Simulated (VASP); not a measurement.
# A VASP 6.6.1 single-point calculation on AlN

INCAR

```
ENCUT = 520
ISMEAR = -1
METAGGA = R2SCAN
EDIFF = 1E-7
NBANDS = 11
LWAVE = .FALSE.
PREC = Accurate
ALGO = Normal
LCHARG = .FALSE.
ISIF = 2
NSW = 0
SIGMA = 1
IBRION = -1
NELM = 83
LASPH = .TRUE.
LREAL = .FALSE.
```

KPOINTS

```
KPOINTS created by Atomic Simulation Environment
0
Gamma
10 10 10
0 0 0
```

POSCAR

```
Al N
 1.0000000000000000
     0.0000000000000000    2.2571958303000002    2.2571958303000002
     2.2571958303000002    0.0000000000000000    2.2571958303000002
     2.2571958303000002    2.2571958303000002    0.0000000000000000
 Al  N
   1   1
Cartesian
  0.0000000000000000  0.0000000000000000  0.0000000000000000
  1.1285979151500001  1.1285979151500001  1.1285979151500001
```

The recommended PBE PAW datasets give the neutral cell 8 valence electrons.

Command

```
mpirun -np 1 vasp_std
```

OSZICAR

```
N       E                     dE             d eps       ncg     rms          rms(c)
DAV:   1     0.441497173372E+01    0.44150E+01   -0.39774E+03  1066   0.618E+02
DAV:   2    -0.224708725410E+02   -0.26886E+02   -0.25614E+02  1296   0.135E+02
DAV:   3    -0.233823721326E+02   -0.91150E+00   -0.90992E+00  1278   0.238E+01
DAV:   4    -0.233877944563E+02   -0.54223E-02   -0.54218E-02  1151   0.200E+00
DAV:   5    -0.233878723683E+02   -0.77912E-04   -0.77912E-04  1250   0.232E-01    0.824E+00
DAV:   6    -0.190690519493E+02    0.43188E+01   -0.86462E+00  1188   0.142E+01    0.328E+00
DAV:   7    -0.191873755918E+02   -0.11832E+00   -0.28398E-01  1157   0.389E+00    0.219E+00
DAV:   8    -0.192095687926E+02   -0.22193E-01   -0.48931E-02  1067   0.192E+00    0.667E-01
DAV:   9    -0.192073466912E+02    0.22221E-02   -0.76734E-03  1247   0.535E-01    0.146E-01
DAV:  10    -0.192074964795E+02   -0.14979E-03   -0.57244E-04  1163   0.161E-01    0.564E-02
DAV:  11    -0.192074966772E+02   -0.19763E-06   -0.17656E-04  1187   0.845E-02    0.131E-02
DAV:  12    -0.192074934030E+02    0.32742E-05   -0.78658E-06  1220   0.196E-02    0.993E-03
DAV:  13    -0.192074907410E+02    0.26620E-05   -0.63419E-07  1178   0.585E-03    0.277E-03
DAV:  14    -0.192074904403E+02    0.30067E-06   -0.25884E-08   670   0.148E-03    0.119E-03
DAV:  15    -0.192074905876E+02   -0.14726E-06   -0.16237E-08   607   0.867E-04    0.286E-04
DAV:  16    -0.192074905847E+02    0.28735E-08   -0.14718E-09   580   0.396E-04
   1 F= -.19207491E+02 E0= -.18879267E+02  d E =-.656447E+00
```

It converged. Results: gap between bands v and c on the k mesh 3.92 eV; least direct gap on the k mesh 4.03 eV; pressure -15.0 GPa. Band v is the last that the valence electrons fill when counted band by band, and c is the next.

**Question.** What is wrong with this input?

**Answer.** Smearing far too wide. On sound settings r²SCAN gives a gap of 3.85 eV on its mesh and a pressure of -17.4 GPa for the intended cell. This run's energy (σ→0) differs from it by 87 meV an atom.
